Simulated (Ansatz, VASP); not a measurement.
**ZnSe (Stilleite) in VASP and in Ansatz**

File POSCAR:

```
ZnSe
1.0
    0.0000000000      2.8338000000      2.8338000000
    2.8338000000      0.0000000000      2.8338000000
    2.8338000000      2.8338000000      0.0000000000
Zn Se
1 1
Direct
    0.0000000000      0.0000000000      0.0000000000
    0.2500000000      0.2500000000      0.2500000000
```

File INCAR.step1:

```
SYSTEM = ZnSe
PREC = Accurate
ENCUT = 520
ISMEAR = 0
SIGMA = 0.01
LREAL = .FALSE.
LASPH = .TRUE.
NELM = 150
LDAU = .TRUE.
LDAUTYPE = 2
LDAUL = 2 -1
LDAUU = 3.5 0
LDAUJ = 0 0
NBANDS = 16
GGA = PE
ALGO = Normal
EDIFF = 1E-4
LWAVE = .TRUE.
LCHARG = .FALSE.
```

File INCAR.step2:

```
SYSTEM = ZnSe
PREC = Accurate
ENCUT = 520
EDIFF = 1E-6
ISMEAR = 0
SIGMA = 0.01
LREAL = .FALSE.
LASPH = .TRUE.
NELM = 150
ALGO = Normal
ISIF = 2
LWAVE = .FALSE.
LCHARG = .TRUE.
LDAU = .TRUE.
LDAUTYPE = 2
LDAUL = 2 -1
LDAUU = 3.5 0
LDAUJ = 0 0
LDAUPRINT = 1
METAGGA = R2SCAN
LMIXTAU = .TRUE.
IVDW = 12
VDW_S6 = 1.0
VDW_S8 = 0.78981345
VDW_A1 = 0.49484001
VDW_A2 = 5.73083694
LELF = .TRUE.
LVHAR = .TRUE.
NBANDS = 16
ISTART = 1
```

File KPOINTS:

```
Automatic mesh
0
G
  4 4 4
  0 0 0
```

Input for Ansatz:

```yaml
crystal:
  lattice:
    - [0.0, 2.8338, 2.8338]
    - [2.8338, 0.0, 2.8338]
    - [2.8338, 2.8338, 0.0]
  atoms:
    - { symbol: Zn, position: [0.0, 0.0, 0.0] }
    - { symbol: Se, position: [0.25, 0.25, 0.25] }
kpoints:
  mp_grid:
    grid: [4, 4, 4]
hamiltonian:
  xc: r2scan
  dispersion: d3bjatm
  hubbard:
    - { species: Zn, l: d, u_eff: 3.5 }
scf:
  convergence:
    dr2_threshold: 1.0e-05
  mixing:
    algorithm: broyden
    beta: 0.4
    ndim: 6
  occupations:
    method: fixed
output:
  forces: true
  stress: true
```

Alike in both runs: task single point; functional r2SCAN; dispersion D3(BJ); k mesh 4 × 4 × 4; no spin polarisation; Hubbard terms Zn d U = 3.5 eV.

```csv
,VASP,Ansatz
version,VASP 6.6.1,Ansatz 0.2.0
potentials or method,"VASP PAW PBE potentials, release 64 (Zn, Se)","plane waves, PAW"
plane-wave cutoff (eV),520,500
occupations,"gaussian, width 0.01 eV",fixed
valence electrons in the cell,18,28
```

|  | VASP | Ansatz | Ansatz less VASP |
| --- | --- | --- | --- |
| pressure (GPa) | -1.5 | -0.3 | +1.24 |
| dispersion energy (meV/atom) | -152.8 | -133.0 | +19.82 |

The programs project onto different local orbitals, so the same U acts differently. The two sets of potentials don't hold the same shells in valence. Ansatz warned: «force_scf_threshold_loose».

Caveats: the k mesh is coarse (spacing up to 0.48 Å⁻¹), so the values aren't converged; three body term missing; the PAW data sets were made with another functional, which shifts forces and pressure a little (VASP).
